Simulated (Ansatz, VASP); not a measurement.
**Two plane-wave programs on BaZrO3**

The input POSCAR:

```
BaZrO3
1.0
    4.2053549142      0.0000000000      0.0000000000
    0.0000000000      4.2053549142      0.0000000000
    0.0000000000      0.0000000000      4.2053549142
Ba Zr O
1 1 3
Direct
    0.0000000000      0.0000000000      0.0000000000
    0.5000000000      0.5000000000      0.5000000000
    0.5000000000      0.5000000000      0.0000000000
    0.5000000000      0.0000000000      0.5000000000
    0.0000000000      0.5000000000      0.5000000000
```

INCAR.step1

```
SYSTEM = BaZrO3
PREC     = Accurate       ! precision mode
ENCUT    = 520            ! plane-wave cutoff, eV
ISMEAR   = 0              ! smearing method
SIGMA    = 0.01           ! smearing width, eV
LREAL    = .FALSE.        ! projectors in reciprocal space
LASPH    = .TRUE.         ! aspherical terms in the spheres
NELM     = 80             ! most SCF steps
NBANDS   = 28             ! bands
GGA      = PE             ! functional
ALGO     = Normal         ! electronic algorithm
EDIFF    = 1E-4           ! SCF threshold, eV
LWAVE    = .TRUE.         ! write WAVECAR
LCHARG   = .FALSE.        ! write CHGCAR
```

INCAR.step2

```
SYSTEM = BaZrO3
PREC     = Accurate       ! precision mode
ENCUT    = 520            ! plane-wave cutoff, eV
EDIFF    = 1E-7           ! SCF threshold, eV
ISMEAR   = 0              ! smearing method
SIGMA    = 0.01           ! smearing width, eV
LREAL    = .FALSE.        ! projectors in reciprocal space
LASPH    = .TRUE.         ! aspherical terms in the spheres
NELM     = 80             ! most SCF steps
ALGO     = Normal         ! electronic algorithm
ISIF     = 2              ! what is computed and relaxed
LWAVE    = .FALSE.        ! write WAVECAR
LCHARG   = .FALSE.        ! write CHGCAR
METAGGA  = R2SCAN         ! meta-GGA
LMIXTAU  = .TRUE.       
NBANDS   = 28             ! bands
ISTART   = 1
```

File KPOINTS:

```
Automatic mesh
0
G
  6 6 6
  0 0 0
```

Input for Ansatz:

```yaml
crystal:
  lattice:
    - [4.2053549142, 0.0, 0.0]
    - [0.0, 4.2053549142, 0.0]
    - [0.0, 0.0, 4.2053549142]
  atoms:
    - { symbol: Ba, position: [0.0, 0.0, 0.0] }
    - { symbol: Zr, position: [0.5, 0.5, 0.5] }
    - { symbol: O, position: [0.5, 0.5, 0.0] }
    - { symbol: O, position: [0.5, 0.0, 0.5] }
    - { symbol: O, position: [0.0, 0.5, 0.5] }
kpoints:
  mp_grid: { grid: [6, 6, 6] }
  band_path:
    path: [[0.0, 0.0, 0.0], [0.0, 0.5, 0.0], [0.5, 0.5, 0.0], [0.5, 0.5, 0.5]]
    npoints: 1
hamiltonian:
  xc: r2scan
scf:
  occupations: { method: fixed }
  n_extra_bands: 5
output:
  forces: true
  stress: true
  eigenvalues: true
```

Alike in both runs: task single point; functional r2SCAN; k mesh 6 × 6 × 6; no spin polarisation.

|  | VASP | Ansatz |
| --- | --- | --- |
| version | VASP 6.6.1 | Ansatz 0.2.0 |
| potentials or method | VASP PAW PBE potentials, release 64 (Ba_sv, Zr_sv, O) | plane waves, PAW |
| plane-wave cutoff (eV) | 520 | 500 |
| occupations | gaussian, width 0.01 eV | fixed |
| valence electrons in the cell | 40 | 40 |

|  | VASP | Ansatz | Ansatz less VASP |
| --- | --- | --- | --- |
| gap on the k mesh at the Fermi level (eV) | 3.68 | 3.73 | +0.053 |
| pressure (GPa) | 1.0 | 0.0 | -1.04 |

Caveats: the PAW data sets were made with another functional, which shifts forces and pressure a little (VASP); spin-orbit coupling is left out, which moves the levels of the heavy elements. A k mesh can miss the band edges. r2SCAN opens gaps a little over a GGA but as a rule still falls short of measured ones.
